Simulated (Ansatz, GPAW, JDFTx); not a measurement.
C: 3 runs at one level of theory

```
CELL_PARAMETERS angstrom
0.00000 1.78337 1.78337
1.78337 0.00000 1.78337
1.78337 1.78337 0.00000
ATOMIC_POSITIONS crystal
C 0.25000 0.25000 0.25000
C 0.00000 0.00000 0.00000
```

Alike in all runs: task single point; functional LDA; k mesh 13 × 13 × 13; occupations gaussian, width 0.1 eV; no spin polarisation; no spin-orbit coupling. LDA stands for any of its common fits. Pressure is positive in compression and, in plane waves, holds the error of the finite cutoff.

```
                                                    program and potentials  plane-wave cutoff (eV)  notes  pressure (GPa)
GPAW, the program's PAW data sets (release 1.2.1) made for this functional                     800      -          -13.48
               JDFTx, PseudoDojo-SR-LDA-0.4.1-standard with smoothed tails                    1116      -          -11.13
                            Ansatz, all-electron LAPW, scalar-relativistic                       -      -          -12.98
```

The pressure spans -13.48 (GPAW, the program's PAW data sets (release 1.2.1) made for this functional) to -11.13 GPa (JDFTx, PseudoDojo-SR-LDA-0.4.1-standard with smoothed tails), with all-electron results at -12.98. The cell lies far from this level's equilibrium.

The functional is the same throughout but for its coding, so the spread measures potentials, basis and numerics; runs on potential files found faulty are left out.
